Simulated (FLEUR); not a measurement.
# V (P6_3/mmc) in FLEUR: further runs

The runs below take V through single point, with LDA+U.

All numbers are computed with FLEUR MaX-R8.1 (later development tree); they aren't measurements. Logs are shortened: lines on timing, memory, paths and dates and some standing lists are left out, and cuts for length are marked.

## 1. The structure

Symmetry: P6_3/mmc, No. 194, hexagonal system. The conventional cell has a = 2.604 Å, b = 2.604 Å, c = 4.723 Å, α = 90.00°, β = 90.00°, γ = 120.00°. V (site symmetry -6m2) has 12 V at 2.60 to 2.80 Å as nearest neighbours.

This isn't the form of V at room conditions, which is bcc.

## 2. Single point, LDA+U, collinear spin, ferromagnetic start

inp.xml

```xml
<?xml version="1.0" encoding="UTF-8" standalone="no"?>
<fleurInput fleurInputVersion="0.39">
   <comment>
      V                                                                                                   
   </comment>
   <calculationSetup>
      <cutoffs Kmax="4.34" Gmax="13.4" GmaxXC="13.4" numbands="0"/>
      <scfLoop itmax="100" minDistance="0.0002" maxIterBroyd="50" imix="Anderson" alpha="0.05" precondParam="0.0" spinf="2.0" sdNocoIR="T"/>
      <coreElectrons ctail="T" frcor="F" kcrel="0" coretail_lmax="0"/>
      <xcFunctional name="vwn" relativisticCorrections="F"/>
      <magnetism jspins="2"/>
      <soc l_soc="F" theta="0.0" phi="0.0" spav="F"/>
      <expertModes spex="0" secvar="F"/>
      <geometryOptimization l_f="F" forcealpha="1.0" forcemix="BFGS" epsdisp="0.00001" epsforce="0.00001"/>
      <ldaU l_linMix="F" mixParam="0.05" spinf="1.0"/>
   </calculationSetup>
   <cell>
      <bzIntegration valenceElectrons="26.0" mode="hist" fermiSmearingEnergy="0.00183747">
         <kPointListSelection listName="default-1"/>
         <!-- k-points included here -->
         <xi:include xmlns:xi="http://www.w3.org/2001/XInclude" href="kpts.xml"> </xi:include>
      </bzIntegration>
      <!-- symmetry operations included here -->
      <xi:include xmlns:xi="http://www.w3.org/2001/XInclude" href="sym.xml"> </xi:include>
      <bulkLattice scale="1.0">
         <bravaisMatrix>
            <row-1>    4.9214026020139050     0.0000000000000000     0.0000000000000000</row-1>
            <row-2>   -2.4607013009124663     4.2620596754735596     0.0000000000000000</row-2>
            <row-3>    0.0000000000000000     0.0000000000000000     8.9258114344636645</row-3>
         </bravaisMatrix>
      </bulkLattice>
   </cell>
   <atomSpecies>
      <species name="Vanadium (2.000" element="V" atomicNumber="23">
         <mtSphere radius="2.26" gridPoints="753" logIncrement="0.016"/>
         <atomicCutoffs lmax="9" lnonsphr="9"/>
         <electronConfig flipSpins="F">
            <coreConfig>(1s1/2) (2s1/2) (2p1/2) (2p3/2)</coreConfig>
            <valenceConfig>(3s1/2) (3p1/2) (3p3/2) (4s1/2) (3d3/2) (3d5/2)</valenceConfig>
            <stateOccupation state="(3d3/2)" spinUp="0.7" spinDown="0.5"/>
            <stateOccupation state="(3d5/2)" spinUp="1.8" spinDown="0.0"/>
         </electronConfig>
         <energyParameters s="4" p="4" d="3" f="4"/>
         <ldaU l="2" U="0.0" J="0.0" l_amf="F"/>
         <lo type="SCLO" l="0" n="3" eDeriv="0"/>
         <lo type="SCLO" l="1" n="3" eDeriv="0"/>
         <lo type="SCLO" l="1" n="3" eDeriv="1"/>
         <lo type="SCLO" l="3" n="4" eDeriv="2"/>
      </species>
   </atomSpecies>
   <atomGroups>
      <atomGroup species="Vanadium (2.000">
         <relPos label="                   1">1.000/3.000 -1.000/3.000 1.000/4.000</relPos>
         <relPos label="                   2">-1.000/3.000 1.000/3.000 -1.000/4.000</relPos>
         <force calculate="T" relaxXYZ="TTT"/>
      </atomGroup>
   </atomGroups>
   <output dos="F" band="F" slice="F">
      <checks vchk="F" cdinf="F"/>
      <bandDOS minEnergy="-.5*Htr" maxEnergy="0.5*Htr" sigma="0.015" storeEVData="T"/>
      <vacuumDOS vacdos="F" integ="F" star="F" nstars="0" locx1="0.0" locy1="0.0" locx2="0.0" locy2="0.0" nstm="0" tworkf="0.0"/>
      <unfoldingBand unfoldBand="F" supercellX="1" supercellY="1" supercellZ="1"/>
      <plotting iplot="0" polar="F">
         <plot TwoD="T" vec1="  1.0  0.0  0.0" vec2="  0.0  1.0  0.0" vec3="  0.0  0.0  1.0" zero="  0.0  0.0  0.0" file="plot"/>
      </plotting>
      <chargeDensitySlicing numkpt="0" minEigenval="0.0" maxEigenval="0.0" nnne="0" pallst="F"/>
      <specialOutput eonly="F"/>
      <moessbauerParams electricFieldGradient="T" isomerShift="T" coreHyperfine="T" valenceHyperfine="T"/>
      <magneticCircularDichroism mcd="F" energyLo="-10.0" energyUp="0.0"/>
   </output>
  <!-- We include the file relax.xml here to enable relaxations (see documentation) -->
  <xi:include xmlns:xi="http://www.w3.org/2001/XInclude" href="relax.xml"> <xi:fallback/> </xi:include>
</fleurInput>
```

crystal.txt

```
V
&input cartesian=F /
2.6042941027  0.0000000000  0.0000000000
-1.3021470513  2.2553848518  0.0000000000
0.0000000000  0.0000000000  4.7233360000
1.8897261246
1.0 1.0 1.0

2
23 0.3333333334  0.6666666668  0.2500000000 : 2.000
23 0.6666666668  0.3333333334  0.7500000000 : 2.000

&kpt div1=10 div2=10 div3=5 gamma=T /
```

Potentials or basis: all-electron, FLAPW.

On the command line:

```bash
inpgen -f crystal.txt -profile fastHighL
# inp.xml edited to the form shown
fleur_MPI
```

The program printed:

```text
Welcome to FLEUR        (www.flapw.de)
      MaX-Release 8.1          (www.max-centre.eu)

 ========== k-point set info ==========
 Selected k-point list: default-1
 k-point list type: mesh
 10 x 10 x 5
 Number of k points: 42

 ------------Calculation Setup---------------------------
 Number of MPI-tasks      :            1
 Number of PE/node        :            1
 Number of OMP-threads    :            1
 Most efficient MPI parallelization for:
           1           2           3           6           7          14          21          42
 Additional eigenvalue parallelization possible
 Number of basis functions:          326
 Approximate size of matrices (H+S) per k-point:         0.002 GB
 --------------------------------------------------------
 no density matrix found ... skipping LDA+U
 Reset of history
 Iteration:     1   Distance:      24.03795282 me/bohr^3
 Iteration:     2   Distance:      22.87486001 me/bohr^3
 Iteration:     3   Distance:      21.81490294 me/bohr^3
 Iteration:     4   Distance:      11.82680086 me/bohr^3
 Iteration:     5   Distance:      12.22990958 me/bohr^3
 Iteration:     6   Distance:       6.82290474 me/bohr^3
 Iteration:     7   Distance:       7.35109392 me/bohr^3
 Iteration:     8   Distance:       6.74132785 me/bohr^3
 Iteration:     9   Distance:       1.12019350 me/bohr^3
 Iteration:    10   Distance:       0.87640690 me/bohr^3
[... 4 lines left out ...]
 Iteration:    15   Distance:       0.10427885 me/bohr^3
 Iteration:    16   Distance:       0.02504241 me/bohr^3
 Iteration:    17   Distance:       0.03130670 me/bohr^3
 Iteration:    18   Distance:       0.01374896 me/bohr^3
 Iteration:    19   Distance:       0.01074103 me/bohr^3
 Iteration:    20   Distance:       0.00129389 me/bohr^3
 Iteration:    21   Distance:       0.00148757 me/bohr^3
 Iteration:    22   Distance:       0.00058458 me/bohr^3
 Iteration:    23   Distance:       0.00023936 me/bohr^3
 Iteration:    24   Distance:       0.00001507 me/bohr^3

 ********************************************************************
 Run finished successfully
 Stop message:
   all done
 ********************************************************************
```

It took 56 s on 1 thread of Arm Neoverse V2, shared host; peak memory 0.06 GiB.

Results:

* Free energy: -51560.9654 eV
* Band gap on the k mesh: none (metal or under the smearing width)
* Net moment: 0.00 μB per cell
* Valence electrons inside the program's atomic spheres: V 11.38 (radii V 2.26 bohr)

Levels at points of the mesh, in eV from the Fermi level:
Spin up:
| k point | band 9 | band 10 | band 11 | band 12 | band 13 | band 14 | band 15 | band 16 | band 17 | band 18 |
| --- | --- | --- | --- | --- | --- | --- | --- | --- | --- | --- |
| (0.00, 0.00, 0.00) | -6.77 | -3.41 | -0.58 | -0.11 | 0.32 | 0.32 | 0.63 | 0.63 | 1.80 | 1.80 |
| (0.00, 0.50, 0.00) | -2.93 | -2.83 | -2.70 | -0.37 | -0.11 | 0.31 | 0.59 | 2.93 | 3.52 | 3.64 |
Spin down:
```tsv
k point	band 9	band 10	band 11	band 12	band 13	band 14	band 15	band 16	band 17	band 18
(0.00, 0.00, 0.00)	-6.77	-3.41	-0.58	-0.11	0.32	0.32	0.63	0.63	1.80	1.80
(0.00, 0.50, 0.00)	-2.93	-2.83	-2.70	-0.37	-0.11	0.31	0.59	2.93	3.52	3.64
```

Eigenvalues of the final occupation matrices:
```csv
site,spin,trace,eigenvalues
atom type 1,1,1.45,0.24 0.24 0.31 0.31 0.35
atom type 1,2,1.45,0.24 0.24 0.31 0.31 0.35
```

Core levels (eV from the Fermi level):
```
atom                                                   levels
 1 V  1s1/2 -5343.7, 2s1/2 -594.6, 2p1/2 -501.0, 2p3/2 -493.9
 2 V  1s1/2 -5343.7, 2s1/2 -594.6, 2p1/2 -501.0, 2p3/2 -493.9
```

Caveat: the U is typed as a test and isn't derived for this compound.

## 3. Single point, LDA+U, collinear spin, ferromagnetic start

Edit inp.xml of step 2 so:

```diff
@@ -43,3 +43,3 @@
          <energyParameters s="4" p="4" d="3" f="4"/>
-         <ldaU l="2" U="0.0" J="0.0" l_amf="F"/>
+         <ldaU l="2" U="1" J="0.0" l_amf="F"/>
          <lo type="SCLO" l="0" n="3" eDeriv="0"/>
```

crystal.txt is that of step 2.

Potentials or basis: all-electron, FLAPW.

On the command line:

```bash
inpgen -f crystal.txt -profile fastHighL
# inp.xml edited to the form shown
fleur_MPI
```

The program printed:

```text
Welcome to FLEUR        (www.flapw.de)
      MaX-Release 8.1          (www.max-centre.eu)

 ========== k-point set info ==========
 Selected k-point list: default-1
 k-point list type: mesh
 10 x 10 x 5
 Number of k points: 42

 ------------Calculation Setup---------------------------
 Number of MPI-tasks      :            1
 Number of PE/node        :            1
 Number of OMP-threads    :            1
 Most efficient MPI parallelization for:
           1           2           3           6           7          14          21          42
 Additional eigenvalue parallelization possible
 Number of basis functions:          326
 Approximate size of matrices (H+S) per k-point:         0.002 GB
 --------------------------------------------------------
 no density matrix found ... skipping LDA+U
 Reset of history
 Iteration:     1   Distance:      24.03795282 me/bohr^3
 Iteration:     2   Distance:      22.09138645 me/bohr^3
 Iteration:     3   Distance:      20.99069460 me/bohr^3
 Iteration:     4   Distance:      10.72293375 me/bohr^3
 Iteration:     5   Distance:      10.15390399 me/bohr^3
 Iteration:     6   Distance:       5.29318309 me/bohr^3
 Iteration:     7   Distance:       5.69387368 me/bohr^3
 Iteration:     8   Distance:       5.03782682 me/bohr^3
 Iteration:     9   Distance:       4.58817947 me/bohr^3
 Iteration:    10   Distance:       2.69826859 me/bohr^3
[... 10 lines left out ...]
 Iteration:    21   Distance:       0.16772640 me/bohr^3
 Iteration:    22   Distance:       0.03864631 me/bohr^3
 Iteration:    23   Distance:       0.02489120 me/bohr^3
 Iteration:    24   Distance:       0.00750052 me/bohr^3
 Iteration:    25   Distance:       0.00532780 me/bohr^3
 Iteration:    26   Distance:       0.00410463 me/bohr^3
 Iteration:    27   Distance:       0.00323536 me/bohr^3
 Iteration:    28   Distance:       0.00033041 me/bohr^3
 Iteration:    29   Distance:       0.00027930 me/bohr^3
 Iteration:    30   Distance:       0.00004107 me/bohr^3

 ********************************************************************
 Run finished successfully
 Stop message:
   all done
 ********************************************************************
```

out.xml (last iteration):

```text
<iteration numberForCurrentRun="   30" overallNumber="   30">
         <energyParameters units="Htr">
            <atomicEP atomType="1" spin="1" branch="4s" branchLowest="-1.89" branchHighest="2.52" value="0.2471524107"/>
            <atomicEP atomType="1" spin="1" branch="4p" branchLowest="-0.91" branchHighest="3.05" value="0.3613162242"/>
            <atomicEP atomType="1" spin="1" branch="3d" branchLowest="-9.99" branchHighest="0.65" value="0.3812042175"/>
            <atomicEP atomType="1" spin="1" branch="4f" branchLowest="-9.99" branchHighest="3.51" value="0.6522558021"/>
[... 132 lines left out ...]
            <chargeDensity spin="1" distance="0.0000194305"/>
            <chargeDensity spin="2" distance="0.0000237781"/>
            <overallChargeDensity distance="0.0000140996"/>
            <spinDensity distance="0.0000410742"/>
         </densityConvergence>
      </iteration>
```

Run time: 70 s. Hardware: 1 thread of Arm Neoverse V2, shared host; peak memory 0.07 GiB.

What came out:

```yaml
Free_energy: -51558.9295 eV
Band_gap_on_the_k_mesh: none (metal or under the smearing width)
Net_moment: 0.00 μB per cell
Valence_electrons_inside_the_program's_atomic_spheres: V 11.36 (radii V 2.26 bohr)
```

Levels at points of the mesh, in eV from the Fermi level:
Spin up:
```
           k point  band 9  band 10  band 11  band 12  band 13  band 14  band 15  band 16  band 17  band 18
(0.00, 0.00, 0.00)   -6.86    -3.46    -0.60    -0.20     0.33     0.33     0.64     0.64     1.88     1.88
(0.00, 0.50, 0.00)   -2.93    -2.86    -2.65    -0.32    -0.18     0.28     0.67     3.02     3.53     3.64
```
Spin down:
```tsv
k point	band 10	band 11	band 12	band 13	band 14	band 15	band 16	band 17
(0.00, 0.00, 0.00)	-3.46	-0.60	-0.20	0.33	0.33	0.64	0.64	1.88
(0.00, 0.50, 0.00)	-2.86	-2.65	-0.32	-0.18	0.28	0.67	3.02	3.53
```

Eigenvalues of the final occupation matrices:
```tsv
site	spin	trace	eigenvalues
atom type 1	1	1.44	0.23 0.23 0.31 0.31 0.36
atom type 1	2	1.44	0.23 0.23 0.31 0.31 0.36
```

Core levels (eV from the Fermi level):
| atom | levels |
| --- | --- |
| 1 V | 1s1/2 -5343.9, 2s1/2 -594.8, 2p1/2 -501.2, 2p3/2 -494.2 |
| 2 V | 1s1/2 -5343.9, 2s1/2 -594.8, 2p1/2 -501.2, 2p3/2 -494.2 |

Caveat: the U is typed as a test and isn't derived for this compound.

(Continued in part 2 of 2.)
